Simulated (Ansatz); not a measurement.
# KI: the cost of one run

Program: Ansatz 0.2.0. Level of theory: DFT PBE, scalar-relativistic, plane waves, PAW. These are calculated values, not measurements.

### Step 1. The system as given

The structure is cubic, space group Fm-3m (No. 225). Conventional cell: a = 7.049 Å, b = 7.049 Å, c = 7.049 Å, α = 90.00°, β = 90.00°, γ = 90.00°. Around K (site symmetry m-3m) lie 6 I at 3.52 Å. I (site symmetry m-3m) has 6 K at 3.52 Å in its first shell of neighbours.

As a file:

```cif
data_structure
_symmetry_space_group_name_H-M 'Fm-3m'
_symmetry_Int_Tables_number 225
_cell_length_a 7.0491
_cell_length_b 7.0491
_cell_length_c 7.0491
_cell_angle_alpha 90.000
_cell_angle_beta 90.000
_cell_angle_gamma 90.000
_cell_volume 350.27
loop_
_atom_site_label
_atom_site_type_symbol
_atom_site_symmetry_multiplicity
_atom_site_Wyckoff_symbol
_atom_site_fract_x
_atom_site_fract_y
_atom_site_fract_z
_atom_site_occupancy
K1 K 4 a 0.00000 0.00000 0.00000 1
I1 I 4 b 0.50000 0.00000 0.00000 1
```

No relaxation comes first: the listed cell is the starting point.

### Step 2. Zero of energy

Reference values: F = -9053.6875 eV; pressure 0.68 GPa; largest force 0.000 eV/Å; gap on the mesh 3.98 eV. It was computed beforehand with the settings of the runs below.

### Step 3. Next: an energy map of one atom

Atom 1 (K) is moved by p along (0.707, 0.707, 0.000) and q along (0.000, 0.000, 1.000) (Å), all else fixed; its images in the other cells move with it. Points alike by symmetry are run once.

### Step 4. At p = -0.300, q = -0.300

File input.yaml:

```yaml
crystal:
  lattice:
    - [0.0, 3.52455, 3.52455]
    - [3.52455, 0.0, 3.52455]
    - [3.52455, 3.52455, 0.0]
  atoms:
    - { symbol: K, position: [-0.0425586245, -0.0425586245, -0.0176283595] }
    - { symbol: I, position: [0.5, 0.5, 0.5] }
basis:
  ecutwfc: 420
kpoints:
  mp_grid: { grid: [6, 6, 6] }
hamiltonian:
  xc: pbe
scf:
  occupations: { method: gaussian, width: 0.05 }
output:
  forces: true
  stress: true
  eigenvalues: true
```

Command:

```console
$ ansatz run input.yaml --threads 1 --pin off --max-ram 2560MiB --backend cpu --events-out ev --progress --plain --runs-dir out
```

Q: Estimate wall time and peak memory on 1 thread of Arm Neoverse V1, shared host.

About 10 s, with a peak of 0.4 GiB.
